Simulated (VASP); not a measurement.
# CaSe (Fm-3m) in VASP: single point with RPBE+D4

Aim: the single point of CaSe with RPBE+D4.

Everything below comes from runs of VASP 6.6.1. Logs are shortened: lines on timing, memory, paths and dates and some standing lists are left out, and cuts for length are marked.

**The experiment to reproduce.**

A printed reference work, monograph, original work of 1988 reports, for a bulk crystal of CaSe at 2 K: band gap 3.85 eV (indirect).

The results are compared with them further down.

**1. The cell of the first run**

The structure is cubic, space group Fm-3m (No. 225). Conventional cell: a = 5.912 Å, b = 5.912 Å, c = 5.912 Å, α = 90.00°, β = 90.00°, γ = 90.00°. Ca (site symmetry m-3m) has 6 Se at 2.96 Å within 3.9 Å. Se (site symmetry m-3m) has 6 Ca at 2.96 Å within 3.9 Å.

**2. Single point, RPBE+D4**

Input file INCAR:

```
SYSTEM = CaSe
ALGO     = Normal         ! electronic algorithm
EDIFF    = 1E-7           ! SCF threshold, eV
ENCUT    = 520            ! plane-wave cutoff, eV
GGA      = RP             ! functional
ISIF     = 2              ! what is computed and relaxed
ISMEAR   = 0              ! smearing method
IVDW     = 13             ! dispersion correction
LASPH    = .True.         ! aspherical terms in the spheres
LCHARG   = .False.        ! write CHGCAR
LREAL    = .False.        ! projectors in reciprocal space
LWAVE    = .False.        ! write WAVECAR
NBANDS   = 15             ! bands
NELM     = 60             ! most SCF steps
PREC     = Accurate       ! precision mode
SIGMA    = 0.01           ! smearing width, eV
```

Input file KPOINTS:

```
k-points
0
Gamma
  6 6 6
  0 0 0
```

Input file POSCAR:

```
CaSe
1.0
    0.0000000000      2.9560000000      2.9560000000
    2.9560000000      0.0000000000      2.9560000000
    2.9560000000      2.9560000000      0.0000000000
Ca Se
1 1
Direct
    0.0000000000      0.0000000000      0.0000000000
    0.5000000000      0.5000000000      0.5000000000
```

Potentials or basis: VASP PAW PBE potentials, release 64 (Ca_sv, Se).

Command:

```sh
cat potpaw_PBE.64/Ca_sv/POTCAR potpaw_PBE.64/Se/POTCAR > POTCAR
mpirun -np 1 vasp_std > vasp.out
```

OUTCAR:

```text
SYSTEM = CaSe
   EDIFF = 1E-7
   ENCUT = 520
   GGA = RP
   ISIF = 2
   ISMEAR = 0
   IVDW = 13
   LASPH = .True.
   LREAL = .False.
   NELM = 60
   PREC = Accurate

 ion  position               nearest neighbor table
   1  0.000  0.000  0.000-   2 2.96   2 2.96   2 2.96   2 2.96   2 2.96   2 2.96
   2  0.500  0.500  0.500-   1 2.96   1 2.96   1 2.96   1 2.96   1 2.96   1 2.96

  LATTYP: Found a face centered cubic cell.
 ALAT       =     5.9120000000

  Lattice vectors:

 A1 = (   0.0000000000,   2.9560000000,   2.9560000000)
 A2 = (   2.9560000000,   0.0000000000,   2.9560000000)
 A3 = (   2.9560000000,   2.9560000000,   0.0000000000)

Analysis of symmetry for initial positions (statically):
=====================================================================
 Subroutine PRICEL returns:
 Original cell was already a primitive cell.

 Routine SETGRP: Setting up the symmetry group for a
 face centered cubic supercell.

 Subroutine GETGRP returns: Found 48 space group operations
 (whereof 48 operations were pure point group operations)
 out of a pool of 48 trial point group operations.

The static configuration has the point symmetry O_h .

Analysis of symmetry for dynamics (positions and initial velocities):
=====================================================================
 Subroutine PRICEL returns:
 Original cell was already a primitive cell.

 Routine SETGRP: Setting up the symmetry group for a
 face centered cubic supercell.

 Subroutine GETGRP returns: Found 48 space group operations
 (whereof 48 operations were pure point group operations)
 out of a pool of 48 trial point group operations.

The dynamic configuration has the point symmetry O_h .

 Subroutine INISYM returns: Found 48 space group operations
 (whereof 48 operations are pure point group operations),
 and found     1 'primitive' translations

----------------------------------------------------------------------------------------

                                     Primitive cell

  volume of cell :      51.6587

  direct lattice vectors                    reciprocal lattice vectors
     0.000000000  2.956000000  2.956000000    -0.169147497  0.169147497  0.169147497
     2.956000000  0.000000000  2.956000000     0.169147497 -0.169147497  0.169147497
     2.956000000  2.956000000  0.000000000     0.169147497  0.169147497 -0.169147497

  length of vectors
     4.180415290  4.180415290  4.180415290     0.292972058  0.292972058  0.292972058

  position of ions in fractional coordinates (direct lattice)
     0.000000000  0.000000000  0.000000000
     0.500000000  0.500000000  0.500000000

  ion indices of the primitive-cell ions
   primitive index   ion index
                 1           1
                 2           2

----------------------------------------------------------------------------------------

 KPOINTS: k-points

Automatic generation of k-mesh.
 Grid dimensions read from file:
 generate k-points for:    6    6    6

 Generating k-lattice:

  Cartesian coordinates                     Fractional coordinates (reciprocal lattice)
    -0.028191249  0.028191249  0.028191249     0.166666667  0.000000000  0.000000000
     0.028191249 -0.028191249  0.028191249     0.000000000  0.166666667  0.000000000
     0.028191249  0.028191249 -0.028191249     0.000000000  0.000000000  0.166666667

  Length of vectors
     0.048828676  0.048828676  0.048828676

  Shift w.r.t. Gamma in fractional coordinates (k-lattice)
     0.000000000  0.000000000  0.000000000

 Subroutine IBZKPT returns following result:
 ===========================================

 Found     16 irreducible k-points:

 Following reciprocal coordinates:
            Coordinates               Weight
  0.000000  0.000000  0.000000      1.000000
  0.166667  0.000000  0.000000      8.000000
  0.333333  0.000000  0.000000      8.000000
  0.500000  0.000000  0.000000      4.000000
  0.166667  0.166667  0.000000      6.000000
  0.333333  0.166667  0.000000     24.000000
[... 8 lines left out ...]
 -0.333333  0.333333  0.166667     24.000000
 -0.333333  0.500000  0.166667     12.000000
   k-points           NKPTS =     16   k-points in BZ     NKDIM =     16   number of bands    NBANDS=     15
   number of dos      NEDOS =    301   number of ions     NIONS =      2
   total plane-waves  NPLWV =  32768
   dimension x,y,z NGX =    32 NGY =   32 NGZ =   32
   dimension x,y,z NGXF=    64 NGYF=   64 NGZF=   64
   ions per type =               1   1
   NGX,Y,Z   is equivalent  to a cutoff of  12.73, 12.73, 12.73 a.u.
   NGXF,Y,Z  is equivalent  to a cutoff of  25.45, 25.45, 25.45 a.u.
 SYSTEM =  CaSe
   PREC   = accura    normal or accurate (medium, high low for compatibility)
   ISTART =      0    job   : 0-new  1-cont  2-samecut
   ICHARG =      2    charge: 1-file 2-atom 10-const
   ISPIN  =      1    spin polarized calculation?
   LNONCOLLINEAR =      F non collinear calculations
   LSORBIT =      F    spin-orbit coupling
   LASPH  =      T    aspherical Exc in radial PAW
   ENCUT  =  520.0 eV  38.22 Ry    6.18 a.u.   7.77  7.77  7.77*2*pi/ulx,y,z
   NELM   =     60;   NELMIN=  2; NELMDL= -5     # of ELM steps
   EDIFF  = 0.1E-06   stopping-criterion for ELM
   LREAL  =      F    real-space projection
   EDIFFG = 0.1E-05   stopping-criterion for IOM
   NSW    =      0    number of steps for IOM
   IBRION =     -1    ionic relax: 0-MD 1-quasi-New 2-CG
   NFREE  =      0    steps in history (QN), initial steepest desc. (CG)
   ISIF   =      2    stress and relaxation
   ISYM   =      2    0-nonsym 1-usesym 2-fastsym
   POTIM  = 0.5000    time-step for ionic-motion
   TEBEG  =    0.0;   TEEND  =   0.0 temperature during run
   PSTRESS=    0.0 pullay stress
   NELECT =      16.0000    total number of electrons
   NUPDOWN=      -1.0000    fix difference up-down
   EMIN   =  10.00;   EMAX   =-10.00  energy-range for DOS
   EFERMI =   0.00;   METHOD = LEGACY
   ISMEAR =     0;   SIGMA  =   0.01  broadening in eV -4-tet -1-fermi 0-gaus
   EFERMI_NEDOS =   21; number of points for ismear=-14 and -15
   IALGO  =     38    algorithm
   IMIX   =      4    mixing-type and parameters
     AMIX     =   0.40;   BMIX     =  1.00
     AMIX_MAG =   1.60;   BMIX_MAG =  1.00
  volume/ion in A,a.u.               =      25.83       174.30
  Fermi-wavevector in a.u.,A,eV,Ry     =   1.107645  2.093145 16.692666  1.226876
  Thomas-Fermi vector in A             =   2.244161
   LORBIT       =      0    0 simple, 1 ext, 2 COOP (PROOUT), +10 PAW based schemes
   GGA     = RP    functional components
   LHFCALC =     F    Hartree Fock is set to
   AEXX    =    0.0000 exact exchange contribution
   IVDW    =    13    specifies the selected vdW correction
   LEPSILON=     F    determine dielectric tensor
   LRPA    =     F    only Hartree local field effects (RPA)
 non-spin polarized calculation
 Gauss-broadening in eV      SIGMA  =   0.01
  energy-cutoff  :      520.00
  volume of cell :       51.66
 maximum number of plane-waves:      1411
   NGX = 15   NGY = 15   NGZ = 15

 number of electron      15.9999998 magnetization

 Free energy of the ion-electron system (eV)
  ---------------------------------------------------
  ext. energy  EPLUGINS =         0.00000000
  ---------------------------------------------------
  free energy    TOTEN  =        -8.87326102 eV

  energy without entropy =       -8.87326102  energy(sigma->0) =       -8.87326102

 E-fermi :   2.7335     XC(G=0):  -8.9808

 val. band max:        2.5632790465   @ k =   0.0000   0.0000   0.0000
 cond. band min:       4.6892630543   @ k =   0.5000   0.5000   0.0000
 fundamental gap:      2.1259840079
 Fermi energy:         2.7335315043

 k-point     1 :       0.0000    0.0000    0.0000
  band No.  band energies     occupation
      1     -37.2969      2.00000
      2     -18.2298      2.00000
      3     -18.2298      2.00000
      4     -18.2298      2.00000
      5      -9.1989      2.00000
      6       2.5633      2.00000
      7       2.5633      2.00000
      8       2.5633      2.00000
      9       6.0885      0.00000
     10       6.3623      0.00000
     11       6.3623      0.00000
     12       6.3623      0.00000
     13       6.8951      0.00000
     14       6.8951      0.00000
     15      12.4073      0.00000

 k-point     2 :       0.1667    0.0000    0.0000
  band No.  band energies     occupation
      1     -37.2953      2.00000
      2     -18.2584      2.00000
      3     -18.2317      2.00000
      4     -18.2317      2.00000
      5      -9.0393      2.00000
      6       1.4071      2.00000
      7       2.1798      2.00000
      8       2.1798      2.00000
      9       6.3098      0.00000
     10       6.7162      0.00000
     11       6.7162      0.00000
     12       7.5099      0.00000
     13       7.5876      0.00000
     14       7.5876      0.00000
     15      12.4567      0.00000

 k-point     3 :       0.3333    0.0000    0.0000
  band No.  band energies     occupation
      1     -37.2920      2.00000
      2     -18.3143      2.00000
      3     -18.2355      2.00000
      4     -18.2355      2.00000
      5      -8.6936      2.00000
      6      -0.0785      2.00000
      7       1.6083      2.00000
      8       1.6083      2.00000
      9       6.6211      0.00000
     10       7.5354      0.00000
     11       7.5354      0.00000
     12       8.7687      0.00000
     13       9.0380      0.00000
     14       9.0380      0.00000
     15      12.1380      0.00000
[... 199 lines left out ...]
 k-point    15 :      -0.3333    0.3333    0.1667
  band No.  band energies     occupation
      1     -37.2887      2.00000
      2     -18.3074      2.00000
      3     -18.2741      2.00000
      4     -18.2535      2.00000
      5      -8.5237      2.00000
      6       0.0711      2.00000
      7       0.7714      2.00000
      8       1.2407      2.00000
      9       7.0927      0.00000
     10       7.1755      0.00000
     11       8.3773      0.00000
     12       8.5348      0.00000
     13       8.6213      0.00000
     14      10.4710      0.00000
     15      11.2944      0.00000

 k-point    16 :      -0.3333    0.5000    0.1667
  band No.  band energies     occupation
      1     -37.2881      2.00000
      2     -18.2983      2.00000
      3     -18.2742      2.00000
      4     -18.2670      2.00000
      5      -8.5531      2.00000
      6       0.3044      2.00000
      7       1.0051      2.00000
      8       1.0717      2.00000
      9       5.9726      0.00000
     10       7.8287      0.00000
     11       8.0010      0.00000
     12       8.4368      0.00000
     13       8.6894      0.00000
     14       9.6882      0.00000
     15      12.1585      0.00000

------------------------ aborting loop because EDIFF is reached ----------------------------------------

  DFT-D4 for vdW energy calculation

  Edisp (eV):   -0.86790

  FORCE on cell =-STRESS in cart. coord.  units (eV):
  Direction    XX          YY          ZZ          XY          YZ          ZX
  --------------------------------------------------------------------------------------
  -------------------------------------------------------------------------------------
  Total       0.07916     0.07916     0.07916     0.00000     0.00000     0.00000
  in kB       2.45504     2.45504     2.45504     0.00000     0.00000     0.00000
  external pressure =        2.46 kB  Pullay stress =        0.00 kB

 VOLUME and BASIS-vectors are now :
 -----------------------------------------------------------------------------
  energy-cutoff  :      520.00
  volume of cell :       51.66
      direct lattice vectors                 reciprocal lattice vectors
     0.000000000  2.956000000  2.956000000    -0.169147497  0.169147497  0.169147497
     2.956000000  0.000000000  2.956000000     0.169147497 -0.169147497  0.169147497
     2.956000000  2.956000000  0.000000000     0.169147497  0.169147497 -0.169147497

 POSITION                                       TOTAL-FORCE (eV/Angst)
 -----------------------------------------------------------------------------------
      0.00000      0.00000      0.00000         0.000000      0.000000     -0.000000
      2.95600      2.95600      2.95600        -0.000000     -0.000000      0.000000
 -----------------------------------------------------------------------------------
    total drift:                                0.000000     -0.000000     -0.000000

  FREE ENERGIE OF THE ION-ELECTRON SYSTEM (eV)
  ---------------------------------------------------
  free  energy   TOTEN  =        -9.7411628893 eV

  energy  without entropy=       -9.7411628893  energy(sigma->0) =       -9.74116289
```

Run time: 23 s. Hardware: 1 thread of Intel Xeon 8259CL, shared host; peak memory 0.17 GiB.

What came out:

| Item | Value |
| --- | --- |
| Free energy | -9.7412 eV |
| Pressure | 0.2 GPa |
| Band gap on the k mesh | 2.13 eV (least direct gap 3.05 eV) |
| Dispersion energy per atom | -0.434 eV |

Levels at points of the mesh, in eV from the valence-band top:
| k point | band 4 | band 5 | band 6 | band 7 | band 8 | band 9 | band 10 | band 11 | band 12 | band 13 |
| --- | --- | --- | --- | --- | --- | --- | --- | --- | --- | --- |
| (0.00, 0.00, 0.00) | -20.79 | -11.76 | 0.00 | 0.00 | 0.00 | 3.53 | 3.80 | 3.80 | 3.80 | 4.33 |
| (0.50, 0.00, 0.00) | -20.80 | -11.07 | -3.24 | -1.19 | -1.19 | 4.64 | 5.57 | 5.59 | 5.59 | 7.56 |
| (0.50, 0.50, 0.00) | -20.83 | -11.18 | -2.50 | -0.93 | -0.93 | 2.13 | 5.09 | 5.20 | 6.09 | 6.12 |

Caveat: the PAW data sets were made with another functional, which shifts forces and pressure a little.

**3. Against experiment**

Step 2. Against the measured gap of CaSe, 3.85 eV (indirect; 2 K; a printed reference work, monograph, original work of 1988), the calculated 2.13 eV is off by -1.72 eV. Spin-orbit coupling on Se is left out. The value is that of RPBE+D4 on a finite k mesh, which can miss the band edges, without temperature or zero-point motion. Semilocal functionals fall short of measured gaps as a rule.
